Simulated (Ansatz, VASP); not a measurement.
**One calculation of Mg, two programs**

The input INCAR:

```
SYSTEM = Mg
ALGO = Fast ; EDIFF = 1E-6
EDIFFG = -0.01 ; ENCUT = 600
GGA = PS ; IBRION = 2
ISIF = 4 ; ISMEAR = 0
LASPH = .TRUE. ; LCHARG = .FALSE.
LREAL = .FALSE. ; LWAVE = .FALSE.
NELM = 100 ; NSW = 60
PREC = Accurate ; SIGMA = 0.05
```

The input KPOINTS:

```
k-points
0
G
  18 18 10
  0 0 0
```

Contents of POSCAR:

```
Mg
1.0
    2.9007894448      0.0000000000      0.0000000000
   -1.4503947224      2.5121573503      0.0000000000
    0.0000000000      0.0000000000      4.6954808007
Mg
2
Direct
    0.3333333333      0.6666666667      0.2500000000
    0.6666666667      0.3333333333      0.7500000000
```

Input for Ansatz:

```yaml
crystal:
  lattice:
    - [2.9007894448, 0.0, 0.0]
    - [-1.4503947224, 2.5121573503, 0.0]
    - [0.0, 0.0, 4.6954808007]
  atoms:
    - { symbol: Mg, position: [0.3333333333, 0.6666666667, 0.25] }
    - { symbol: Mg, position: [0.6666666667, 0.3333333333, 0.75] }
basis:
  ecutwfc: 420
  ecutrho_ratio: 4
kpoints:
  mp_grid: { grid: [18, 18, 10] }
hamiltonian:
  xc: pbesol
scf:
  occupations: { method: gaussian, width: 0.05 }
output:
  forces: true
  stress: true
  eigenvalues: true
relax:
  f_tol: 0.01
  max_steps: 40
  cell: { stress_tol: 0.1, fix: [volume] }
```

Alike in both runs: task relaxation of shape and atoms at fixed volume; functional PBEsol; k mesh 18 × 18 × 10; occupations gaussian, width 0.05 eV; no spin polarisation.

```csv
,VASP,Ansatz
version,VASP 6.6.1,Ansatz 0.2.0
potentials or method,"VASP PAW PBE potentials, release 64 (Mg)","scalar-relativistic, plane waves, PAW"
plane-wave cutoff (eV),600,420
valence electrons in the cell,4,20
```

```csv
,VASP,Ansatz,Ansatz less VASP
"gap on the k mesh at the Fermi level, each at its own relaxed structure (eV)",none,none,-
relaxed volume (Å³/atom),17.11,17.11,0.000
relaxed cell length with the largest relative difference (Å),4.691,4.688,-0.0028
```

A gap of «none» marks a metal or a gap that the smearing closes. The two sets of potentials don't hold the same shells in valence.

Caveats: the PAW data sets were made with another functional, which shifts forces and pressure a little (VASP).
